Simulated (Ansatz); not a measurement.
# Au (dhcp type): the cost of one run

Computed with Ansatz 0.2.0 (DFT PBE, with the methods named in each step, unless a step's input says otherwise).

## 1. Starting point

Symmetry: P6_3/mmc, No. 194, hexagonal system. Conventional cell: a = 2.944 Å, b = 2.944 Å, c = 9.568 Å, α = 90.00°, β = 90.00°, γ = 120.00°. Au (site symmetry -3m) is surrounded by 12 Au at 2.93 to 2.94 Å. Around Au (site symmetry -6m2) lie 12 Au at 2.93 to 2.94 Å.

Coordinates:

```
CELL_PARAMETERS angstrom
2.94393 0.00000 0.00000
-1.47197 2.54952 0.00000
0.00000 0.00000 9.56778
ATOMIC_POSITIONS crystal
Au 0.00000 0.00000 0.00000
Au 0.00000 0.00000 0.50000
Au 0.33333 0.66667 0.25000
Au 0.66667 0.33333 0.75000
```

Whether this phase is the stable one at these pressures isn't tested.

Atoms are numbered in the order of the input: Au1, Au2, Au3, Au4.

## 2. Cell relaxed at zero pressure, PAW

input.yaml reads:

```yaml
crystal:
  lattice:
    - [2.9439313372, 0.0, 0.0]
    - [-1.4719656686, 2.549519325, 0.0]
    - [0.0, 0.0, 9.5677768459]
  atoms:
    - { symbol: Au, position: [0.0, 0.0, 0.0] }
    - { symbol: Au, position: [0.0, 0.0, 0.5] }
    - { symbol: Au, position: [0.3333333333, 0.6666666667, 0.25] }
    - { symbol: Au, position: [0.6666666667, 0.3333333333, 0.75] }
kpoints:
  mp_grid: { grid: [12, 12, 4] }
scf:
  occupations: { method: fermi_dirac, width: 0.1 }
hamiltonian:
  xc: pbe
  pseudopotentials: { kind: paw }
output:
  forces: true
  stress: true
relax:
  f_tol: 0.005
  max_steps: 40
  cell: {}
```

Launch:

```bash
ansatz run input.yaml --threads 1 --pin off --max-ram 3072MiB --backend cpu --events-out ev --progress --plain --runs-dir out
```

**Question.** How long does this run take on 1 thread of Arm Neoverse V1, shared host, and how much memory does it need?

About 31 s, with a peak of 0.41 GiB.
